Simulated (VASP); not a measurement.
Hf: band structure with TPSS

The system is Hf.

```xyz
2
Lattice="3.1967 0.0000 0.0000 -1.5983 2.7684 0.0000 0.0000 0.0000 5.0578" Properties=species:S:1:pos:R:3 pbc="T T T"
Hf    1.5984    0.9228    3.7934
Hf    0.0000    1.8456    1.2645
```

- Program: VASP 6.6.1
- Task: band structure
- Functional: TPSS
- Potentials or basis: VASP PAW PBE potentials, release 64 (Hf_pv)
- Cutoff: 520 eV
- k mesh: 10 × 10 × 5
- Occupations: fermi-dirac, width 0.05 eV
- Spin: no spin polarisation
- Further INCAR settings: ALGO = Normal; EDIFF = 1e-07

```yaml
Pressure: -2.2 GPa
Band_gap_along_the_path: none (metal or under the smearing width)
```

Stress tensor (GPa, compression positive):
```
-2.10  0.00  0.00
 0.00 -2.10  0.00
 0.00  0.00 -2.55
```

Levels at the corners of the path, in eV from the Fermi level:
```tsv
point	band 6	band 7	band 8	band 9	band 10	band 11	band 12	band 13	band 14
Γ	-30.42	-7.35	-3.69	0.60	1.22	1.22	1.48	2.05	2.05
M	-30.51	-3.33	-2.75	-2.24	-0.82	0.82	0.89	1.70	5.96
M	-30.51	-3.33	-2.75	-2.24	-0.82	0.82	0.89	1.70	5.97
K	-30.73	-2.14	-1.79	-1.79	-1.47	0.39	0.39	2.06	5.27
K	-30.73	-2.14	-1.79	-1.79	-1.47	0.39	0.39	2.06	5.27
Γ	-30.42	-7.35	-3.69	0.60	1.22	1.22	1.48	2.05	2.05
Γ	-30.42	-7.35	-3.69	0.60	1.22	1.22	1.48	2.05	2.05
A	-30.49	-5.38	-5.38	0.16	0.16	1.11	1.11	1.11	1.11
A	-30.49	-5.38	-5.38	0.16	0.16	1.11	1.11	1.11	1.11
L	-30.62	-3.40	-3.40	-0.97	-0.97	1.16	1.16	2.69	2.69
L	-30.62	-3.40	-3.40	-0.97	-0.97	1.16	1.16	2.69	2.69
H	-30.56	-1.74	-1.74	-1.48	-1.48	-0.19	-0.19	2.55	2.55
H	-30.56	-1.74	-1.74	-1.48	-1.48	-0.19	-0.19	2.55	2.55
A	-30.49	-5.38	-5.38	0.16	0.16	1.11	1.11	1.11	1.11
L	-30.62	-3.40	-3.40	-0.97	-0.97	1.16	1.16	2.69	2.69
M	-30.51	-3.33	-2.75	-2.24	-0.82	0.82	0.89	1.70	5.97
K	-30.73	-2.14	-1.79	-1.79	-1.47	0.39	0.39	2.06	5.27
H	-30.56	-1.74	-1.74	-1.48	-1.48	-0.19	-0.19	2.55	2.55
```

It took 11 min on 1 thread of AMD EPYC 7571, with other jobs on the host, peak memory 0.16 GiB.

Caveat: the PAW data sets were made with another functional, which shifts forces and pressure a little; spin-orbit coupling is left out, which moves the levels of the heavy elements.
